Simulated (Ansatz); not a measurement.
# ZrH3 (Pm-3m) in Ansatz: convergence with wavefunction cutoff

Aim: find how far wavefunction cutoff must go before the results for ZrH3 settle, at r2SCAN. This setting moves, with any that are tied to it; all else stays.

Everything below comes from runs of Ansatz 0.2.0. Logs are shortened: lines on timing, memory, paths and dates and some standing lists are left out, and cuts for length are marked.

### 1 The structure

It takes space group Pm-3m (No. 221, cubic). Conventional cell: a = 3.126 Å, b = 3.126 Å, c = 3.126 Å, α = 90.00°, β = 90.00°, γ = 90.00°. Zr (site symmetry m-3m) is surrounded by 12 H at 2.21 Å. H (site symmetry 4/mmm) has 4 Zr at 2.21 Å and 8 H at 2.21 Å as nearest neighbours.

The cell comes from a database or a generator and needn't be the stable form of this composition.

### 2 With wavefunction cutoff 400 eV

input.yaml reads:

```yaml
crystal:
  lattice:
    - [3.126038, 0.0, 0.0]
    - [0.0, 3.126038, 0.0]
    - [0.0, 0.0, 3.126038]
  atoms:
    - { symbol: Zr, position: [0.0, 0.0, 0.0] }
    - { symbol: H, position: [0.5, 0.5, 0.0] }
    - { symbol: H, position: [0.5, 0.0, 0.5] }
    - { symbol: H, position: [0.0, 0.5, 0.5] }
hamiltonian:
  xc: r2scan
  pseudopotentials: { kind: paw, level: accurate }
kpoints:
  mp_grid: { grid: [7, 7, 7] }
scf:
  occupations: { method: cold, width: 0.1 }
output:
  forces: true
  stress: true
  eigenvalues: true
basis:
  ecutwfc: "400 eV"
```

Potentials or basis: Ansatz PAW earlier set.

Command:

```bash
> ansatz run input.yaml --threads 2 --pin off --max-ram 5632MiB --backend cpu --events-out ev --progress --plain --runs-dir out
```

Output:

```text
Warning: basis.ecutwfc = 400 eV is below the records' recommended 1000 eV, and the density's cutoff is lower with it unless basis.ecutrho_ratio is high enough to keep the records' density cutoff: compare with a run at a higher cutoff
Warning: RAYON_NUM_THREADS=2 ignored (pool sized by the plan → 2); use --threads N
Zr, H: no accurate dataset and no `high` cutoffs over those recommended for this run, though `hamiltonian.pseudopotentials.level` is `accurate`: for each of these the run reads a file's first dataset; to run at a higher cutoff, type a higher `basis.ecutwfc`
Engine: ansatz 0.2.0, x86_64-unknown-linux-gnu
Pseudopotentials: kind: paw, level: accurate
Pseudopotential: Zr, paw, valence charge 12, recommended cutoff 600 eV (meta_gga), Zr.paw.azcp
Pseudopotential: H, paw, valence charge 1, recommended cutoff 1000 eV (meta_gga), H.paw.azcp
Functional definition: r2SCAN
  parameter k0 = 0.174
  parameter k1 = 0.065
  parameter a1 = 4.9479
  exchange = r2scan_x(k0 = k0, k1 = k1, a1 = a1)
  correlation = r2scan_c
Crystal: 4 atoms, lattice volume = 30.548 Å³
Basis set: ecut = 400 eV, 515 PW (Γ), exchange–correlation on 96×96×96 points (64 copies of the dense FFT grid, shifted against one another)
Bands: 12, of which v1, the nominal top of the filled ones, is band 8 counted from 1 (7 counted from 0)
Symmetry: 48 space group operations
Space group: Pm-3m (ITA 221), of the structure as read, at distance tolerance 3.1e-5 Å
k-points: 20 of 343
Non-local potential: Zr, projectors of the file, l = 0: 3, l = 1: 3, l = 2: 3, l = 3: 2
Non-local potential: H, projectors of the file, l = 0: 2, l = 1: 1, l = 2: 1
PAW form: soft (Blöchl's): semilocal exchange-correlation on the pseudo side does not see the compensation charge
PAW frozen core: Zr, regenerated for the run's functional (the file was generated under x = pbe(κ = 0.804, μ = 0.2195149727645171), c = pbe(β = 0.06672455060314922))
PAW one-centre angular grid: Zr, 590 points (default); XC on 215 of its mesh's 399 points in the sphere
PAW one-centre angular grid: H, 302 points (default); XC on 160 Gauss nodes
Initial density: superposition of atomic densities (chi_scale 0.1, normalization cell, long waves kept (reshape's long-wave potential 0.00 eV rms))
Initial wavefunctions: pseudopotential atomic-orbital guess
Functional: x = r2scan, c = r2scan; τ floored in thin density (d = 2e-4 eV/Å³)
SCF iter   1: F=—  HF=-4244.700005 eV  |F-HF|=—  |Δ(HF+E_count)|=         —  Δρ=7.61e-2  dr2=1.63e0  dr2_τ=7.57e-2  ethr=3.10e-3  ⟨swp⟩=4.8  Hψ=1219  notcnv=0
preconditioner: auto → none  [insulator: Δε(μ)=0.279 eV  Ē_g=9.068 eV  σ=0.100 eV  W_gap=0.57  n_scr=6 (ndim 8)  ℏωp=17.8 eV  f_vac=0.000  D(μ)=0.23/eV (n_scr^D=0)  ε∞_Penn≈4.8]
SCF iter   2: F=—  HF=-4244.562402 eV  |F-HF|=—  |Δ(HF+E_count)|=   1.38e-1  S|Δr|=    0.00e0  Δρ=2.32e-2  dr2=9.63e-2  dr2_τ=3.83e-2  ethr=3.10e-3  ⟨swp⟩=2.3  Hψ=602  notcnv=0  defer=10
SCF iter   3: F=—  HF=-4244.589609 eV  |F-HF|=—  |Δ(HF+E_count)|=   2.72e-2  S|Δr|=    0.00e0  Δρ=1.07e-2  dr2=2.00e-2  dr2_τ=7.42e-4  ethr=6.42e-4  ⟨swp⟩=2.0  Hψ=346  notcnv=0  defer=10
SCF iter   4: F=—  HF=-4244.599328 eV  |F-HF|=—  |Δ(HF+E_count)|=   9.72e-3  S|Δr|=    0.00e0  Δρ=4.90e-4  dr2=3.13e-5  dr2_τ=3.89e-6  ethr=1.33e-4  ⟨swp⟩=2.5  Hψ=306  notcnv=0  defer=10
SCF iter   5: F=—  HF=-4244.599371 eV  |F-HF|=—  |Δ(HF+E_count)|=   4.39e-5  S|Δr|=    0.00e0  Δρ=1.10e-4  dr2=2.16e-6  dr2_τ=5.23e-7  ethr=2.09e-7  ⟨swp⟩=2.0  Hψ=387  notcnv=0  defer=10
SCF iter   6: F=-4244.599372 eV  HF=-4244.599372 eV  |F-HF|=2.39e-8  |Δ(HF+E_count)|=   1.69e-7  S|Δr|=    0.00e0  Δρ=1.68e-5  dr2=3.91e-8  dr2_τ=7.80e-9  ethr=6.67e-10  ⟨swp⟩=5.9  Hψ=1258  notcnv=0
SCF 1 converged in 6 iterations: F = -4244.599372 eV  dr2 = 3.91e-8
SCF converged after 6 iterations
Stability not checked: this state was not tested for a lower state beside it, because cold or Methfessel-Paxton smearing, or corrected tetrahedra, fill the levels in a way that the test cannot read (fill_not_monotonic; see scf.lower_state_search)
Free energy (F): -4244.599372 eV
Harris-Foulkes:  -4244.599372 eV  (|F-HF|=2.39e-8)
Internal energy: -4244.598873 eV  (E = F + TS)
E sigma→0 (E₀):  -4244.599205 eV
Entropy (-TS):   -0.000499 eV (-0.125 meV/atom)
Fermi energy:    11.895279 eV
--- Per-component energies (eV) ---
  E_band       = -128.420501
  E_kinetic    = 407.971057
  E_local      = -959.896193  (includes V_loc(G=0)·N_el)
  E_nonlocal   = 316.953062
  E_hartree    = 222.269453
  E_xc         = -249.517778
  E_vxc        = -289.847659  (∫ρ·V_xc dr)
  E_paw        = -2916.933371  (= ΣΔE_a)
  E_vpaw       = -64.523667  (= ΣTr[D̂ρ^β])
  E_aug_tail   = -0.015761  (compensation charges beyond the density's cutoff)
  E_vtau       = 16.402691  (kinetic-family band-sum trace: ∫τ·v_τ [+ j·A + Jᵃ·Aᵃ] dr)
  E_ewald      = -1065.264644
  E_core_change = -0.164698  (= ΣΔE_core)
  E_smearing   = -0.000499  (= −TS)
  E_closure    = -0.000000  (closes the sum)
  Σ components = -4244.599372   (vs F -4244.599372, Δ=0.00e0)
--- Forces (eV/Å), atoms counted from 1 ---
  atom   1  Zr    -0.00000000    -0.00000000    -0.00000000
  atom   2  H     -0.00000000    -0.00000000     0.00000000
  atom   3  H      0.00000000    -0.00000000     0.00000000
  atom   4  H      0.00000000     0.00000000     0.00000000
  max |Σ_I F_I| component: 8.03e-31 eV/Å
--- Stress (GPa, compression-positive) ---
       -1.390983       0.000000       0.000000
        0.000000      -1.390983      -0.000000
        0.000000       0.000000      -1.390983
  P = ⅓ Tr σ = -1.3910 GPa (-13.910 kbar)
--- Band table (eV; the first three rows and the last of 20) ---
  k-point 0: bands = ["-39.2538", "-16.2546", "-16.2546", "-16.2546", "1.1506", "7.3009", "7.3009", "15.8660", "15.8660", "15.8660", "17.7101", "17.7101"]
  k-point 1: bands = ["-39.2401", "-16.4101", "-16.2421", "-16.2421", "1.5493", "7.3320", "7.5869", "15.0562", "15.0562", "15.9127", "16.5674", "16.9665"]
  k-point 2: bands = ["-39.2090", "-16.7453", "-16.2140", "-16.2140", "2.6225", "6.9659", "8.4372", "13.8191", "13.8191", "14.2993", "16.0203", "16.5948"]
  k-point 19: bands = ["-39.0530", "-16.7693", "-16.7601", "-16.7601", "5.5143", "5.8523", "5.8523", "15.8534", "15.8534", "16.4272", "16.7001", "19.2833"]
```

It took 0.9 s on 2 threads of Intel Xeon Platinum 8259CL at 2.50GHz (Skylake/Cascade Lake), shared host; peak memory 0.38 GiB.

Results:

| Item | Value |
| --- | --- |
| Free energy | -4244.5994 eV |
| Pressure | -1.4 GPa |
| Band gap on the k mesh | none (metal or under the smearing width) |

### 3 With wavefunction cutoff 500 eV

Changes to input.yaml since step 2:

```diff
@@ -22,2 +22,2 @@
 basis:
-  ecutwfc: "400 eV"
+  ecutwfc: "500 eV"
```

Potentials or basis: Ansatz PAW earlier set.

Command:

```bash
> ansatz run input.yaml --threads 2 --pin off --max-ram 5632MiB --backend cpu --events-out ev --progress --plain --runs-dir out
```

It took 0.94 s on 2 threads of Intel Xeon Platinum 8259CL at 2.50GHz (Skylake/Cascade Lake), shared host; peak memory 0.39 GiB.

Results:

| Quantity | Value |
| --- | --- |
| Free energy | -4244.6523 eV |
| Pressure | -1.6 GPa |
| Band gap on the k mesh | none (metal or under the smearing width) |

### 4 With wavefunction cutoff 600 eV

Changes to input.yaml since step 3:

```diff
@@ -22,2 +22,2 @@
 basis:
-  ecutwfc: "500 eV"
+  ecutwfc: "600 eV"
```

Command:

```bash
> ansatz run input.yaml --threads 2 --pin off --max-ram 5632MiB --backend cpu --events-out ev --progress --plain --runs-dir out
```

It took 1.2 s on 2 threads of Intel Xeon Platinum 8259CL at 2.50GHz (Skylake/Cascade Lake), shared host; peak memory 0.4 GiB.

What came out:

```
Free energy            : -4244.6690 eV
Pressure               : -1.5 GPa
Band gap on the k mesh : none (metal or under the smearing width)
```

### 5 With wavefunction cutoff 700 eV

Changes to input.yaml since step 4:

```diff
@@ -22,2 +22,2 @@
 basis:
-  ecutwfc: "600 eV"
+  ecutwfc: "700 eV"
```

Command:

```bash
> ansatz run input.yaml --threads 2 --pin off --max-ram 5632MiB --backend cpu --events-out ev --progress --plain --runs-dir out
```

It took 1.4 s on 2 threads of Intel Xeon Platinum 8259CL at 2.50GHz (Skylake/Cascade Lake), shared host; peak memory 0.42 GiB.

What came out:

- Free energy: -4244.6744 eV
- Pressure: -1.5 GPa
- Band gap on the k mesh: none (metal or under the smearing width)

### 6 With wavefunction cutoff 850 eV

Changes to input.yaml since step 5:

```diff
@@ -22,2 +22,2 @@
 basis:
-  ecutwfc: "700 eV"
+  ecutwfc: "850 eV"
```

Potentials or basis: Ansatz PAW earlier set.

Command:

```bash
> ansatz run input.yaml --threads 2 --pin off --max-ram 5632MiB --backend cpu --events-out ev --progress --plain --runs-dir out
```

It took 1.6 s on 2 threads of Intel Xeon Platinum 8259CL at 2.50GHz (Skylake/Cascade Lake), shared host; peak memory 0.48 GiB.

The run converged. Its results:

```
Free energy            : -4244.6760 eV
Pressure               : -1.5 GPa
Band gap on the k mesh : none (metal or under the smearing width)
```

### 7 With wavefunction cutoff 1000 eV

Changes to input.yaml since step 6:

```diff
@@ -22,2 +22,2 @@
 basis:
-  ecutwfc: "850 eV"
+  ecutwfc: "1000 eV"
```

Command:

```bash
> ansatz run input.yaml --threads 2 --pin off --max-ram 5632MiB --backend cpu --events-out ev --progress --plain --runs-dir out
```

Wall time 2.2 s (2 threads of Intel Xeon Platinum 8259CL at 2.50GHz (Skylake/Cascade Lake), shared host); peak memory 0.59 GiB.

It converged, with:

| Item | Value |
| --- | --- |
| Free energy | -4244.6763 eV |
| Pressure | -1.5 GPa |
| Band gap on the k mesh | none (metal or under the smearing width) |

### 8 With wavefunction cutoff 1200 eV

Changes to input.yaml since step 7:

```diff
@@ -22,2 +22,2 @@
 basis:
-  ecutwfc: "1000 eV"
+  ecutwfc: "1200 eV"
```

Command:

```bash
> ansatz run input.yaml --threads 2 --pin off --max-ram 5632MiB --backend cpu --events-out ev --progress --plain --runs-dir out
```

It took 2.4 s on 2 threads of Intel Xeon Platinum 8259CL at 2.50GHz (Skylake/Cascade Lake), shared host; peak memory 0.6 GiB.

The run converged. Its results:

```yaml
Free_energy: -4244.6769 eV
Pressure: -1.5 GPa
Band_gap_on_the_k_mesh: none (metal or under the smearing width)
```

### 9 With wavefunction cutoff 1400 eV

Changes to input.yaml since step 8:

```diff
@@ -22,2 +22,2 @@
 basis:
-  ecutwfc: "1200 eV"
+  ecutwfc: "1400 eV"
```

Potentials or basis: Ansatz PAW earlier set.

Command:

```bash
> ansatz run input.yaml --threads 2 --pin off --max-ram 5632MiB --backend cpu --events-out ev --progress --plain --runs-dir out
```

Wall time 3.1 s (2 threads of Intel Xeon Platinum 8259CL at 2.50GHz (Skylake/Cascade Lake), shared host); peak memory 0.7 GiB.

The run converged. Its results:

* Free energy: -4244.6774 eV
* Pressure: -1.5 GPa
* Band gap on the k mesh: none (metal or under the smearing width)

### 10 With wavefunction cutoff 1700 eV

Changes to input.yaml since step 9:

```diff
@@ -22,2 +22,2 @@
 basis:
-  ecutwfc: "1400 eV"
+  ecutwfc: "1700 eV"
```

Command:

```bash
> ansatz run input.yaml --threads 2 --pin off --max-ram 5632MiB --backend cpu --events-out ev --progress --plain --runs-dir out
```

It took 4.1 s on 2 threads of Intel Xeon Platinum 8259CL at 2.50GHz (Skylake/Cascade Lake), shared host; peak memory 0.86 GiB.

It converged, with:

| Quantity | Value |
| --- | --- |
| Free energy | -4244.6776 eV |
| Pressure | -1.5 GPa |
| Band gap on the k mesh | none (metal or under the smearing width) |

### 11 The series at a glance

```csv
wavefunction cutoff,"energy less the tightest run, at zero smearing (meV/atom)",pressure (GPa),SCF cycles,CPU time (s),peak memory (GiB)
400 eV,19.56,-1.39,6,1.6,0.38
500 eV,6.32,-1.55,6,1.6,0.39
600 eV,2.14,-1.51,6,2.1,0.4
700 eV,0.80,-1.50,6,2.6,0.42
850 eV,0.41,-1.51,6,3,0.48
1000 eV,0.33,-1.50,6,4.1,0.59
1200 eV,0.16,-1.50,6,4.6,0.6
1400 eV,0.04,-1.50,6,5.8,0.7
1700 eV,0.00,-1.50,6,7.9,0.86
```

Against the tightest run, the energy stays within 1 meV/atom from 700 eV on; the pressure stays within 0.1 GPa from 500 eV on. The tightest run that finished is the yardstick and may itself not be fully converged.

Caveats: the PAW data sets come from PBE, with cores solved anew for the run's functional, which leaves a small shift of forces and pressure.
